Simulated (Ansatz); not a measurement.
A (100) slab of C (P6_3/mmc (No. 194)), 18 planes, outer planes C (top) and C (bottom), with 24 atoms (C24) in a surface cell of A = 16.610 Å², as cut from the bulk:

```
C
1.0
     2.46498    0.00000    0.00000
     0.00000    6.73843    0.00000
     0.00000    0.00000   27.09683
C
24
Direct
  0.00000 0.49750 0.27679
  0.50000 0.99750 0.30305
  0.50000 0.49750 0.30305
  0.00000 0.99750 0.32931
  0.50000 0.49750 0.35557
  0.00000 0.99750 0.38183
  0.00000 0.49750 0.38183
  0.50000 0.99750 0.40809
  0.00000 0.49750 0.43435
  0.50000 0.99750 0.46061
  0.50000 0.49750 0.46061
  0.00000 0.99750 0.48687
  0.50000 0.49750 0.51313
  0.00000 0.99750 0.53939
  0.00000 0.49750 0.53939
  0.50000 0.99750 0.56565
  0.00000 0.49750 0.59191
  0.50000 0.99750 0.61817
  0.50000 0.49750 0.61817
  0.00000 0.99750 0.64443
  0.50000 0.49750 0.67069
  0.00000 0.99750 0.69695
  0.00000 0.49750 0.69695
  0.50000 0.99750 0.72321
```

Level of theory: Ansatz 0.2.0, DFT PBE+D3(BJ), scalar-relativistic, plane waves, PAW. Plane waves to 420 eV, a k mesh through Γ of 14×5×1 on the computed 24-atom cell and Gaussian smearing (0.10 eV); no spin polarisation. The cell repeats along c with a dipole correction in the vacuum.

Against the same 24 atoms in the bulk, the slab as cut lies 13.845 eV higher and the relaxed slab 13.439 eV higher.

(1) Work out the surface energy before and after relaxation.

(2) What is the ideal work of this cut, per area?

Results:

(1) The slab has two faces, so γ = (E_slab − N·E_bulk)/(2A), the mean of both. As cut: 13.845/(2 × 16.610) = 0.4168 eV/Å², and 1 eV/Å² = 16.02 J/m², so γ = 6.68 J/m². Relaxed: 13.439/(2 × 16.610) = 0.4045 eV/Å² = 6.48 J/m². Relaxation recovers 3 % of the cost of cutting.

(2) Griffith's ideal work is 2γ: 13.35 J/m² if the new faces stay rigid, 12.96 J/m² if they relax. Other cuts parallel to this plane can cost less. One thickness was run, 18 planes, so γ can still shift with it.